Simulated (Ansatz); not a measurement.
**Potassium (dhcp) across density functionals**

All rows: Ansatz, plane waves with scalar-relativistic PAW, 420 eV (500 eV for the SCAN forms), relaxed under each functional, no dispersion correction, no zero-point motion. B₀ comes from uniform scaling at fixed shape; a dash is a value not given.

| functional | V (Å³/atom) | cell | B₀ (GPa) | magnetic state | ΔE to bcc (meV/atom) |
| --- | --- | --- | --- | --- | --- |
| PBE | 74.06 | a = 4.716 Å, c = 15.384 Å (c/a = 3.262) | 4 | spin not included | -1 |
| r²SCAN | 76.51 | a = 4.765 Å, c = 15.563 Å (c/a = 3.266) | 3 | spin not included | 0 |
| PBEsol | 71.32 | a = 4.655 Å, c = 15.203 Å (c/a = 3.266) | 4 | spin not included | -1 |
| LDA | 64.64 | a = 4.508 Å, c = 14.692 Å (c/a = 3.259) | 4 | spin not included | 0 |
| revPBE | 80.02 | a = 4.838 Å, c = 15.789 Å (c/a = 3.263) | 3 | spin not included | -1 |
| RPBE | 80.76 | a = 4.853 Å, c = 15.837 Å (c/a = 3.263) | 3 | spin not included | -1 |
| BLYP | 75.88 | a = 4.757 Å, c = 15.490 Å (c/a = 3.257) | 3 | spin not included | -2 |

LDA gives the smallest volume and RPBE the largest.
